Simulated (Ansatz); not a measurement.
PbS under changes of volume

One of the cells (27.725 Å³/atom); the others are scaled copies at fixed shape and fractional positions:

```
CELL_PARAMETERS angstrom
2.05694 -3.56583 0.00000
2.05694 3.56583 0.00000
0.00000 0.00000 7.55994
ATOMIC_POSITIONS crystal
Pb 0.99897 0.00103 0.01327
Pb 0.00103 0.99897 0.51327
S 0.33285 0.66715 0.80753
S 0.66715 0.33285 0.30753
```

The cell comes from a database or a generator and needn't be the stable form of this composition.

| Item | Value |
| --- | --- |
| Program | Ansatz 0.2.0 |
| Functional | PBE |
| Potentials or basis | Ansatz PAW |
| Cutoff | 420 eV (not typed: the program's choice for these potentials) |
| k mesh | 8 × 8 × 4 |
| Occupations | fermi-dirac, width 0.05 eV |
| Spin | no spin polarisation |

| volume (Å³/atom) | energy over the lowest point (meV/atom) | pressure (GPa) | gap on the mesh (eV) | largest force (eV/Å) |
| --- | --- | --- | --- | --- |
| 26.061 | 30.45 | 4.8 | 0.45 | 0.296 |
| 26.616 | 16.40 | 3.4 | 0.51 | 0.212 |
| 27.170 | 6.94 | 2.1 | 0.56 | 0.134 |
| 27.725 | 1.61 | 1.0 | 0.61 | 0.060 |
| 28.279 | 0.00 | 0.0 | 0.65 | 0.010 |
| 28.834 | 1.73 | -0.9 | 0.69 | 0.073 |
| 29.388 | ? | ? | ? | ? |

What does the run at 29.388 Å³/atom give?

Energy over the lowest point 6.47 meV/atom; pressure -1.8 GPa; gap on the mesh 0.73 eV; largest force 0.134 eV/Å.

Worked out: A Birch-Murnaghan fit of order 3 (a polynomial in V^(-2/3)) to the other rows has its minimum at 28.26 Å³/atom with B0 = V·E''(V) = 49 GPa and B' = 4.3 at fixed shape and positions, which overstates the stiffness. It gives 6.48 meV/atom at 29.388 Å³/atom, against the run's 6.47, and -dE/dV = -1.8 GPa, against -1.8. A straight line through the other rows of the gap, of slope 2.36 eV per unit of ln V, extrapolates to 0.74 eV, against the run's 0.73.

Energies are extrapolated to zero smearing.

Caveats: spin-orbit coupling is left out, which as a rule narrows the gap of such compounds by several tenths of an eV.

A mesh can miss the band edges.
